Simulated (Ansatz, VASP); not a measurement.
Given: the input of a run of Ansatz 0.2.0 on LiF (Griceite).

File input.yaml:

```yaml
crystal:
  lattice:
    - [0.0, 1.9867804471, 1.9867804471]
    - [1.9867804471, 0.0, 1.9867804471]
    - [1.9867804471, 1.9867804471, 0.0]
  atoms:
    - { symbol: F, position: [0.5, 0.5, 0.5] }
    - { symbol: Li, position: [0.0, 0.0, 0.0] }
kpoints:
  mp_grid: { grid: [11, 11, 11] }
scf:
  occupations: { method: fermi_dirac, width: 0.05 }
hamiltonian:
  xc: pbesol
  pseudopotentials: { kind: all_electron, lapw: { basis_error: 0.0005 } }
output:
  forces: true
  stress: true
  eigenvalues: true
```

Potentials or basis: all-electron LAPW, scalar-relativistic.

The run is started by

```sh
$ ansatz run input.yaml --threads 1 --pin off --max-ram 3072MiB --backend cpu --events-out ev --progress --plain --runs-dir out
```

Question: Set up the same calculation for VASP 6.6.1. Potentials there: VASP PAW PBE potentials, release 64 (F, Li_sv).

Answer: As run (the cutoff follows the program's own potentials):

INCAR

```
SYSTEM = LiF
PREC     = Accurate       ! precision mode
ENCUT    = 520            ! plane-wave cutoff, eV
EDIFF    = 1E-6           ! SCF threshold, eV
ISMEAR   = -1             ! smearing method
SIGMA    = 0.05           ! smearing width, eV
LREAL    = .FALSE.        ! projectors in reciprocal space
LASPH    = .TRUE.         ! aspherical terms in the spheres
NELM     = 60             ! most SCF steps
ALGO     = Normal         ! electronic algorithm
ISIF     = 2              ! what is computed and relaxed
LWAVE    = .FALSE.        ! write WAVECAR
LCHARG   = .FALSE.        ! write CHGCAR
GGA      = PS             ! functional
NBANDS   = 12             ! bands
```

KPOINTS

```
regular mesh
0
G
  11 11 11
  0 0 0
```

The input POSCAR:

```
LiF
1.0
    0.0000000000      1.9867804471      1.9867804471
    1.9867804471      0.0000000000      1.9867804471
    1.9867804471      1.9867804471      0.0000000000
F Li
1 1
Direct
    0.5000000000      0.5000000000      0.5000000000
    0.0000000000      0.0000000000      0.0000000000
```

Potentials or basis: VASP PAW PBE potentials, release 64 (F, Li_sv).

The run is started by

```sh
$ cat potpaw_PBE.64/F/POTCAR potpaw_PBE.64/Li_sv/POTCAR > POTCAR
$ mpirun -np 1 vasp_std > vasp.out
```

Both were run:

|  | VASP | Ansatz | Ansatz less VASP |
| --- | --- | --- | --- |
| gap on the k mesh at the Fermi level (eV) | 9.29 | 9.26 | -0.024 |
| least direct gap on the mesh (eV) | 9.29 | 9.26 | -0.024 |

Ansatz ran all-electron here, so the differences hold the error of VASP's frozen core and of both bases.

Caveats: an odd mesh through Γ misses points on the zone boundary, where band edges often lie.
